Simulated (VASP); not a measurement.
# SnSe (Fm-3m) in VASP: notebook

The runs below take SnSe through single point, relaxation of cell and atoms, with PBE+D3(BJ).

Everything below comes from runs of VASP 6.6.1. Logs are shortened: lines on timing, memory, paths and dates and some standing lists are left out, and cuts for length are marked.

### 1 The crystal as given

The structure is cubic, space group Fm-3m (No. 225). The conventional cell has a = 5.978 Å, b = 5.978 Å, c = 5.978 Å, α = 90.00°, β = 90.00°, γ = 90.00°. Sn (site symmetry m-3m) has 6 Se at 2.99 Å as nearest neighbours. Se (site symmetry m-3m) has 6 Sn at 2.99 Å as nearest neighbours.

Measurements of this composition are mostly on another form, of space group No. 62.

### 2 Single point, PBE+D3(BJ)

INCAR reads:

```
SYSTEM = SnSe
PREC     = Accurate       ! precision mode
ENCUT    = 520            ! plane-wave cutoff, eV
EDIFF    = 1E-6           ! SCF threshold, eV
ISMEAR   = 0              ! smearing method
SIGMA    = 0.02           ! smearing width, eV
LREAL    = .False.        ! projectors in reciprocal space
LASPH    = .True.         ! aspherical terms in the spheres
NELM     = 100            ! most SCF steps
ALGO     = Normal         ! electronic algorithm
ISIF     = 2              ! what is computed and relaxed
LWAVE    = .False.        ! write WAVECAR
LCHARG   = .False.        ! write CHGCAR
GGA      = PE             ! functional
IVDW     = 12             ! dispersion correction
NBANDS   = 17             ! bands
```

KPOINTS reads:

```
Automatic mesh
0
Gamma
  10 10 10
  0 0 0
```

POSCAR reads:

```
SnSe
1.0
    0.0000000000      2.9887688529      2.9887688529
    2.9887688529      0.0000000000      2.9887688529
    2.9887688529      2.9887688529      0.0000000000
Sn Se
1 1
Direct
    0.0000000000      0.0000000000      0.0000000000
    0.5000000000      0.5000000000      0.5000000000
```

Potentials or basis: VASP PAW PBE potentials, release 64 (Sn_d, Se).

Command:

```bash
$ cat potpaw_PBE.64/Sn_d/POTCAR potpaw_PBE.64/Se/POTCAR > POTCAR
$ mpirun -np 1 vasp_std > vasp.out
```

OUTCAR:

```text
SYSTEM = SnSe
   PREC = Accurate
   ENCUT = 520
   EDIFF = 1E-6
   ISMEAR = 0
   LREAL = .False.
   LASPH = .True.
   NELM = 100
   ISIF = 2
   GGA = PE
   IVDW = 12
 IVDW          = 12

 ion  position               nearest neighbor table
   1  0.000  0.000  0.000-   2 2.99   2 2.99   2 2.99   2 2.99   2 2.99   2 2.99
   2  0.500  0.500  0.500-   1 2.99   1 2.99   1 2.99   1 2.99   1 2.99   1 2.99

  LATTYP: Found a face centered cubic cell.
 ALAT       =     5.9775377058

  Lattice vectors:

 A1 = (   0.0000000000,   2.9887688529,   2.9887688529)
 A2 = (   2.9887688529,   0.0000000000,   2.9887688529)
 A3 = (   2.9887688529,   2.9887688529,   0.0000000000)

Analysis of symmetry for initial positions (statically):
=====================================================================
 Subroutine PRICEL returns:
 Original cell was already a primitive cell.

 Routine SETGRP: Setting up the symmetry group for a
 face centered cubic supercell.

 Subroutine GETGRP returns: Found 48 space group operations
 (whereof 48 operations were pure point group operations)
 out of a pool of 48 trial point group operations.

The static configuration has the point symmetry O_h .

Analysis of symmetry for dynamics (positions and initial velocities):
=====================================================================
 Subroutine PRICEL returns:
 Original cell was already a primitive cell.

 Routine SETGRP: Setting up the symmetry group for a
 face centered cubic supercell.

 Subroutine GETGRP returns: Found 48 space group operations
 (whereof 48 operations were pure point group operations)
 out of a pool of 48 trial point group operations.

The dynamic configuration has the point symmetry O_h .

 Subroutine INISYM returns: Found 48 space group operations
 (whereof 48 operations are pure point group operations),
 and found     1 'primitive' translations

----------------------------------------------------------------------------------------

                                     Primitive cell

  volume of cell :      53.3958

  direct lattice vectors                    reciprocal lattice vectors
     0.000000000  2.988768853  2.988768853    -0.167292964  0.167292964  0.167292964
     2.988768853  0.000000000  2.988768853     0.167292964 -0.167292964  0.167292964
     2.988768853  2.988768853  0.000000000     0.167292964  0.167292964 -0.167292964

  length of vectors
     4.226757447  4.226757447  4.226757447     0.289759913  0.289759913  0.289759913

  position of ions in fractional coordinates (direct lattice)
     0.000000000  0.000000000  0.000000000
     0.500000000  0.500000000  0.500000000

  ion indices of the primitive-cell ions
   primitive index   ion index
                 1           1
                 2           2

----------------------------------------------------------------------------------------

 KPOINTS: Automatic mesh

Automatic generation of k-mesh.
 Grid dimensions read from file:
 generate k-points for:   10   10   10

 Generating k-lattice:

  Cartesian coordinates                     Fractional coordinates (reciprocal lattice)
    -0.016729296  0.016729296  0.016729296     0.100000000  0.000000000  0.000000000
     0.016729296 -0.016729296  0.016729296     0.000000000  0.100000000  0.000000000
     0.016729296  0.016729296 -0.016729296     0.000000000  0.000000000  0.100000000

  Length of vectors
     0.028975991  0.028975991  0.028975991

  Shift w.r.t. Gamma in fractional coordinates (k-lattice)
     0.000000000  0.000000000  0.000000000

 Subroutine IBZKPT returns following result:
 ===========================================

 Found     47 irreducible k-points:

 Following reciprocal coordinates:
            Coordinates               Weight
  0.000000  0.000000  0.000000      1.000000
  0.100000  0.000000  0.000000      8.000000
  0.200000  0.000000  0.000000      8.000000
  0.300000  0.000000  0.000000      8.000000
  0.400000  0.000000  0.000000      8.000000
  0.500000  0.000000  0.000000      4.000000
[... 16 lines left out ...]
  0.300000  0.300000  0.000000      6.000000
  0.400000  0.300000  0.000000     24.000000
 [... further k-points ...]
   k-points           NKPTS =     47   k-points in BZ     NKDIM =     47   number of bands    NBANDS=     17
   number of dos      NEDOS =    301   number of ions     NIONS =      2
   total plane-waves  NPLWV =  32768
   dimension x,y,z NGX =    32 NGY =   32 NGZ =   32
   dimension x,y,z NGXF=    64 NGYF=   64 NGZF=   64
   ions per type =               1   1
   NGX,Y,Z   is equivalent  to a cutoff of  12.59, 12.59, 12.59 a.u.
   NGXF,Y,Z  is equivalent  to a cutoff of  25.17, 25.17, 25.17 a.u.
 SYSTEM =  SnSe
   PREC   = accura    normal or accurate (medium, high low for compatibility)
   ISTART =      0    job   : 0-new  1-cont  2-samecut
   ICHARG =      2    charge: 1-file 2-atom 10-const
   ISPIN  =      1    spin polarized calculation?
   LNONCOLLINEAR =      F non collinear calculations
   LSORBIT =      F    spin-orbit coupling
   LASPH  =      T    aspherical Exc in radial PAW
   ENCUT  =  520.0 eV  38.22 Ry    6.18 a.u.   7.86  7.86  7.86*2*pi/ulx,y,z
   NELM   =    100;   NELMIN=  2; NELMDL= -5     # of ELM steps
   EDIFF  = 0.1E-05   stopping-criterion for ELM
   LREAL  =      F    real-space projection
   EDIFFG = 0.1E-04   stopping-criterion for IOM
   NSW    =      0    number of steps for IOM
   IBRION =     -1    ionic relax: 0-MD 1-quasi-New 2-CG
   NFREE  =      0    steps in history (QN), initial steepest desc. (CG)
   ISIF   =      2    stress and relaxation
   ISYM   =      2    0-nonsym 1-usesym 2-fastsym
   POTIM  = 0.5000    time-step for ionic-motion
   TEBEG  =    0.0;   TEEND  =   0.0 temperature during run
   PSTRESS=    0.0 pullay stress
   NELECT =      20.0000    total number of electrons
   NUPDOWN=      -1.0000    fix difference up-down
   EMIN   =  10.00;   EMAX   =-10.00  energy-range for DOS
   EFERMI =   0.00;   METHOD = LEGACY
   ISMEAR =     0;   SIGMA  =   0.02  broadening in eV -4-tet -1-fermi 0-gaus
   EFERMI_NEDOS =   21; number of points for ismear=-14 and -15
   IALGO  =     38    algorithm
   IMIX   =      4    mixing-type and parameters
     AMIX     =   0.40;   BMIX     =  1.00
     AMIX_MAG =   1.60;   BMIX_MAG =  1.00
  volume/ion in A,a.u.               =      26.70       180.17
  Fermi-wavevector in a.u.,A,eV,Ry     =   1.180092  2.230050 18.947704  1.392617
  Thomas-Fermi vector in A             =   2.316391
   LORBIT       =      0    0 simple, 1 ext, 2 COOP (PROOUT), +10 PAW based schemes
   GGA     = PE    functional components
   LHFCALC =     F    Hartree Fock is set to
   AEXX    =    0.0000 exact exchange contribution
   IVDW    =    12    specifies the selected vdW correction
   LEPSILON=     F    determine dielectric tensor
   LRPA    =     F    only Hartree local field effects (RPA)
 non-spin polarized calculation
 Gauss-broadening in eV      SIGMA  =   0.02
  energy-cutoff  :      520.00
  volume of cell :       53.40
 maximum number of plane-waves:      1459
   NGX = 15   NGY = 15   NGZ = 15

 number of electron      20.0000008 magnetization

 Free energy of the ion-electron system (eV)
  ---------------------------------------------------
  ext. energy  EPLUGINS =         0.00000000
  ---------------------------------------------------
  free energy    TOTEN  =        -8.20139599 eV

  energy without entropy =       -8.20139599  energy(sigma->0) =       -8.20139599

 E-fermi :   5.9687     XC(G=0):  -9.6944

 val. band max:        5.8094663140   @ k =   0.5000   0.0000   0.0000
 cond. band min:       6.3291000148   @ k =  -0.4000   0.1000   0.0000
 fundamental gap:      0.5196337007
 Fermi energy:         5.9686823645

 k-point     1 :       0.0000    0.0000    0.0000
  band No.  band energies     occupation
      1     -15.7729      2.00000
      2     -15.7729      2.00000
      3     -15.7729      2.00000
      4     -15.7715      2.00000
      5     -15.7715      2.00000
      6      -8.1827      2.00000
[... 9 lines left out ...]
     16      11.6670      0.00000
     17      14.0071      0.00000

 k-point     2 :       0.1000    0.0000    0.0000
  band No.  band energies     occupation
      1     -15.7728      2.00000
      2     -15.7728      2.00000
      3     -15.7727      2.00000
      4     -15.7711      2.00000
      5     -15.7711      2.00000
      6      -8.1094      2.00000
[... 9 lines left out ...]
     16      11.9181      0.00000
     17      14.7202      0.00000

 k-point     3 :       0.2000    0.0000    0.0000
  band No.  band energies     occupation
      1     -15.7748      2.00000
      2     -15.7748      2.00000
      3     -15.7720      2.00000
      4     -15.7677      2.00000
      5     -15.7677      2.00000
      6      -7.9025      2.00000
[... 9 lines left out ...]
     16      12.5626      0.00000
     17      16.3112      0.00000

 k-point     4 :       0.3000    0.0000    0.0000
  band No.  band energies     occupation
      1     -15.7776      2.00000
      2     -15.7776      2.00000
      3     -15.7712      2.00000
      4     -15.7634      2.00000
      5     -15.7634      2.00000
      6      -7.6088      2.00000
[... 9 lines left out ...]
     16      13.5594      0.00000
     17      17.9125      0.00000
[... 343 lines left out ...]
      1     -15.7782      2.00000
      2     -15.7765      2.00000
      3     -15.7702      2.00000
      4     -15.7660      2.00000
      5     -15.7620      2.00000
      6      -7.5100      2.00000
[... 9 lines left out ...]
     16      15.3156      0.00000
     17      15.6765      0.00000

 k-point    23 :       0.3000    0.3000    0.0000
  band No.  band energies     occupation
      1     -15.7898      2.00000
      2     -15.7776      2.00000
      3     -15.7661      2.00000
      4     -15.7605      2.00000
      5     -15.7605      2.00000
      6      -7.4204      2.00000
[... 9 lines left out ...]
     16      16.0728      0.00000
     17      16.0738      0.00000

 k-point    24 :       0.4000    0.3000    0.0000
  band No.  band energies     occupation
      1     -15.7937      2.00000
      2     -15.7775      2.00000
      3     -15.7664      2.00000
      4     -15.7584      2.00000
      5     -15.7574      2.00000
      6      -7.2045      2.00000
[... 9 lines left out ...]
     16      16.6048      0.00000
     17      17.2497      0.00000

 [... further k-points ...]

------------------------ aborting loop because EDIFF is reached ----------------------------------------

 Edisp (eV)   -0.72221

 E8    (eV) :    -0.3255

  FORCE on cell =-STRESS in cart. coord.  units (eV):
  Direction    XX          YY          ZZ          XY          YZ          ZX
  --------------------------------------------------------------------------------------
  -------------------------------------------------------------------------------------
  Total      -0.01066    -0.01066    -0.01066     0.00000     0.00000    -0.00000
  in kB      -0.31974    -0.31974    -0.31974     0.00000     0.00000    -0.00000
  external pressure =       -0.32 kB  Pullay stress =        0.00 kB

 VOLUME and BASIS-vectors are now :
 -----------------------------------------------------------------------------
  energy-cutoff  :      520.00
  volume of cell :       53.40
      direct lattice vectors                 reciprocal lattice vectors
     0.000000000  2.988768853  2.988768853    -0.167292964  0.167292964  0.167292964
     2.988768853  0.000000000  2.988768853     0.167292964 -0.167292964  0.167292964
     2.988768853  2.988768853  0.000000000     0.167292964  0.167292964 -0.167292964

 POSITION                                       TOTAL-FORCE (eV/Angst)
 -----------------------------------------------------------------------------------
      0.00000      0.00000      0.00000        -0.000000     -0.000000      0.000000
      2.98877      2.98877      2.98877         0.000000      0.000000      0.000000
 -----------------------------------------------------------------------------------
    total drift:                                0.000000     -0.000000     -0.000000

  FREE ENERGIE OF THE ION-ELECTRON SYSTEM (eV)
  ---------------------------------------------------
  free  energy   TOTEN  =        -8.9236017728 eV

  energy  without entropy=       -8.9236017728  energy(sigma->0) =       -8.92360177
```

It took 16 s on 1 thread of Intel Xeon Platinum 8488C (Sapphire Rapids), shared host; peak memory 0.21 GiB.

Results:

- Free energy: -8.9236 eV
- Pressure: 0.0 GPa
- Band gap on the k mesh: 0.52 eV, indirect (least direct gap 0.64 eV)
- Dispersion energy per atom: -0.361 eV

Levels at points of the mesh, in eV from the valence-band top:
| k point | band 7 | band 8 | band 9 | band 10 | band 11 | band 12 | band 13 | band 14 |
| --- | --- | --- | --- | --- | --- | --- | --- | --- |
| (0.00, 0.00, 0.00) | -4.98 | -2.23 | -2.23 | -2.23 | 4.42 | 4.42 | 4.42 | 5.86 |
| (0.50, 0.00, 0.00) | -8.14 | -1.98 | -1.98 | 0.00 | 0.68 | 1.25 | 1.25 | 8.33 |
| (0.50, 0.50, 0.00) | -5.99 | -5.60 | -3.72 | -3.72 | 2.97 | 5.49 | 5.49 | 6.13 |

Caveat: spin-orbit coupling is left out, which moves the levels of the heavy elements. A k mesh can miss the band edges.

### 3 Relaxation of cell and atoms, PBE+D3(BJ)

This run uses another cell than the first one, of 27.27 Å³/atom, 1.021 times its volume.

INCAR reads:

```
SYSTEM = SnSe
ALGO = Normal ; EDIFF = 1E-6
EDIFFG = -0.02 ; ENCUT = 600
GGA = PE ; IBRION = 2
ISIF = 3 ; ISMEAR = 0
IVDW = 12 ; LASPH = .TRUE.
LCHARG = .FALSE. ; LREAL = .FALSE.
LWAVE = .FALSE. ; NELM = 100
NSW = 70 ; PREC = Accurate
SIGMA = 0.02
```

KPOINTS reads:

```
k-points
0
G
  10 10 10
  0 0 0
```

POSCAR reads:

```
SnSe
1.0
    0.0000000000      3.0100000000      3.0100000000
    3.0100000000      0.0000000000      3.0100000000
    3.0100000000      3.0100000000      0.0000000000
Sn Se
1 1
Direct
    0.0000000000      0.0000000000      0.0000000000
    0.5000000000      0.5000000000      0.5000000000
```

Potentials or basis: VASP PAW PBE potentials, release 64 (Sn_d, Se).

Command:

```bash
$ cat potpaw_PBE.64/Sn_d/POTCAR potpaw_PBE.64/Se/POTCAR > POTCAR
$ mpirun -np 1 vasp_std > vasp.out
```

OUTCAR:

```text
SYSTEM = SnSe
   EDIFF = 1E-6
   EDIFFG = -0.02
   ENCUT = 600
   GGA = PE
   IBRION = 2
   ISIF = 3
   ISMEAR = 0
   IVDW = 12
   LASPH = .TRUE.
   LREAL = .FALSE.
   NELM = 100
   NSW = 70
   PREC = Accurate
 IVDW          = 12

 ion  position               nearest neighbor table
   1  0.000  0.000  0.000-   2 3.01   2 3.01   2 3.01   2 3.01   2 3.01   2 3.01
   2  0.500  0.500  0.500-   1 3.01   1 3.01   1 3.01   1 3.01   1 3.01   1 3.01

  LATTYP: Found a face centered cubic cell.
 ALAT       =     6.0200000000

  Lattice vectors:

 A1 = (   0.0000000000,   3.0100000000,   3.0100000000)
 A2 = (   3.0100000000,   0.0000000000,   3.0100000000)
 A3 = (   3.0100000000,   3.0100000000,   0.0000000000)

Analysis of symmetry for initial positions (statically):
=====================================================================
 Subroutine PRICEL returns:
 Original cell was already a primitive cell.

 Routine SETGRP: Setting up the symmetry group for a
 face centered cubic supercell.

 Subroutine GETGRP returns: Found 48 space group operations
 (whereof 48 operations were pure point group operations)
 out of a pool of 48 trial point group operations.

The static configuration has the point symmetry O_h .

Analysis of symmetry for dynamics (positions and initial velocities):
=====================================================================
 Subroutine PRICEL returns:
 Original cell was already a primitive cell.

 Routine SETGRP: Setting up the symmetry group for a
 face centered cubic supercell.

 Subroutine GETGRP returns: Found 48 space group operations
 (whereof 48 operations were pure point group operations)
[... 156 lines left out ...]

 Edisp (eV)   -0.70660

 E8    (eV) :    -0.3185
[... 71 lines left out ...]
--------------------------------------- Ionic step        3  -------------------------------------------

 number of electron      19.9999998 magnetization

 Free energy of the ion-electron system (eV)
  ---------------------------------------------------
  ext. energy  EPLUGINS =         0.00000000
  ---------------------------------------------------
  free energy    TOTEN  =        -8.20168283 eV

  energy without entropy =       -8.20168283  energy(sigma->0) =       -8.20168283

 E-fermi :   5.8881     XC(G=0):  -9.6935

 val. band max:        5.8075633006   @ k =   0.5000   0.0000   0.0000
 cond. band min:       6.3270407954   @ k =  -0.4000   0.1000   0.0000
 fundamental gap:      0.5194774948
 Fermi energy:         5.8881442999

 k-point     1 :       0.0000    0.0000    0.0000
  band No.  band energies     occupation
      1     -15.7749      2.00000
      2     -15.7749      2.00000
      3     -15.7749      2.00000
      4     -15.7735      2.00000
      5     -15.7735      2.00000
      6      -8.1835      2.00000
      7       0.8289      2.00000
      8       3.5767      2.00000
      9       3.5767      2.00000
     10       3.5767      2.00000
     11      10.2219      0.00000
     12      10.2219      0.00000
     13      10.2219      0.00000
     14      11.6650      0.00000
[... 377 lines left out ...]
      1     -15.7957      2.00000
      2     -15.7794      2.00000
      3     -15.7684      2.00000
      4     -15.7604      2.00000
      5     -15.7594      2.00000
      6      -7.2055      2.00000
      7      -0.9885      2.00000
      8       1.9747      2.00000
      9       2.4284      2.00000
     10       2.8134      2.00000
     11       9.2328      0.00000
     12       9.7620      0.00000
     13      10.4149      0.00000
     14      10.8113      0.00000

 [... further k-points ...]

------------------------ aborting loop because EDIFF is reached ----------------------------------------

 Edisp (eV)   -0.72207

 E8    (eV) :    -0.3254
[... 25 lines left out ...]
  FREE ENERGIE OF THE ION-ELECTRON SYSTEM (eV)
  ---------------------------------------------------
  free  energy   TOTEN  =        -8.9237572885 eV

  energy  without entropy=       -8.9237572885  energy(sigma->0) =       -8.92375729

 reached required accuracy - stopping structural energy minimisation
```

Wall time 50 s (1 thread of Intel Xeon Platinum 8488C (Sapphire Rapids), shared host); peak memory 0.25 GiB.

What came out:

- Free energy: -8.9238 eV
- Relaxed volume: 26.70 Å³/atom
- Relaxed cell: a = 4.227 Å, b = 4.227 Å, c = 4.227 Å, α = 60.00°, β = 60.00°, γ = 60.00°
- Space group after relaxing (to 0.05 Å): Fm-3m (No. 225)
- Energy gained by relaxing: 1.9 meV/atom
- Ionic steps: 3
- Pressure after relaxing: 0.0 GPa
- Band gap on the k mesh: 0.52 eV, indirect (least direct gap 0.64 eV)
- Dispersion energy per atom: -0.361 eV

Step by step:
```csv
step,energy change (eV),largest force (eV/Å),pressure (GPa),volume (Å³)
1,0.0000,0.0000,-1.10,54.54
2,-0.0036,0.0000,0.31,53.08
3,-0.0039,0.0000,0.01,53.41
```

Final structure:
```
Sn Se
1.0
     0.00000    2.98895    2.98895
     2.98895    0.00000    2.98895
     2.98895    2.98895    0.00000
Sn Se
1 1
Cartesian
  0.0000 0.0000 0.0000
  2.9889 2.9889 2.9889
```

Caveat: spin-orbit coupling is left out, which moves the levels of the heavy elements. A k mesh can miss the band edges.
